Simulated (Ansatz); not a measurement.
A run of Ansatz 0.2.0 is set up as follows.

The input input.yaml:

```yaml
crystal:
  lattice:
    - [3.16, 0.0, 0.0]
    - [0.0, 3.16, 0.0]
    - [0.0, 0.0, 3.16]
  atoms:
    - { symbol: Sb, position: [0.0, 0.0, 0.0] }
hamiltonian:
  xc: { exchange: r2scan, correlation: r2scan, exx: { coeff: 0.15 } }
  pseudopotentials: { kind: paw }
kpoints:
  mp_grid: { grid: [5, 5, 5] }
scf:
  occupations: { method: fermi_dirac, width: 0.05 }
output:
  forces: true
  stress: true
  eigenvalues: true
  write_density: true
  write_potential: true
  elf: true
  volumetric_format: npy
```

Potentials or basis: Ansatz PAW.

The run is started by

```sh
$ ansatz run input.yaml --threads 2 --pin off --max-ram 5632MiB --backend cpu --events-out ev --progress --plain --runs-dir out
```

Estimate the band gap on the k mesh.

none (metal or under the smearing width).

Estimate the pressure.

-4.3 GPa.

Caveat: the k mesh is coarse (spacing up to 0.40 Å⁻¹), so the values aren't converged, least of all with exact exchange; the PAW data sets come from PBE, with cores solved anew for the run's functional, which leaves a small shift of forces and pressure; the thresholds are loose for stress. The run has no spin-orbit coupling, so splittings on Sb are missing.
